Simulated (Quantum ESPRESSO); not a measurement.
## Ti: zone-centre phonons under several settings

```
CELL_PARAMETERS angstrom
2.95000 0.00000 0.00000
-1.47500 2.55477 0.00000
0.00000 0.00000 4.68000
ATOMIC_POSITIONS crystal
Ti 0.66667 0.33333 0.75000
Ti 0.33333 0.66667 0.25000
```

All runs used Quantum ESPRESSO 7.5; k mesh 8 × 8 × 5; relaxed cell; no spin polarisation; cutoff 1143 eV; occupations cold, width 0.2 eV.

```csv
level,potentials,volume (Å³/atom),lowest optical mode without the field (cm⁻¹),highest optical mode without the field (cm⁻¹)
LDA,PseudoDojo 0.4.1 SR LDA standard,16.12,111,202
PBE,PseudoDojo 0.4.1 SR PBE standard,?,?,?
PBEsol,PseudoDojo 0.4.1 SR PBEsol standard,16.73,126,193
BLYP,PseudoDojo 0.4.1 SR PBE standard,17.81,125,161
PW91,PseudoDojo 0.4.1 SR PBE standard,17.31,130,176
WC,PseudoDojo 0.4.1 SR PBE standard,16.76,127,192
vdW-DF-cx,PseudoDojo 0.4.1 SR PBE standard,16.79,128,194
```

Task: What stands in the row left open?

Result: Volume 17.40 Å³/atom; lowest optical mode without the field 132 cm⁻¹; highest optical mode without the field 180 cm⁻¹.

Caveats: the mesh is thin for the phonons of a metal; the potentials were made for another functional, which shifts forces and pressure (some runs); before the sum rule the acoustic modes lie tens of cm⁻¹ from zero, a sign that the density grid also shifts the optical modes (some runs).

For the row left open. Caveat: the mesh is thin for the phonons of a metal.
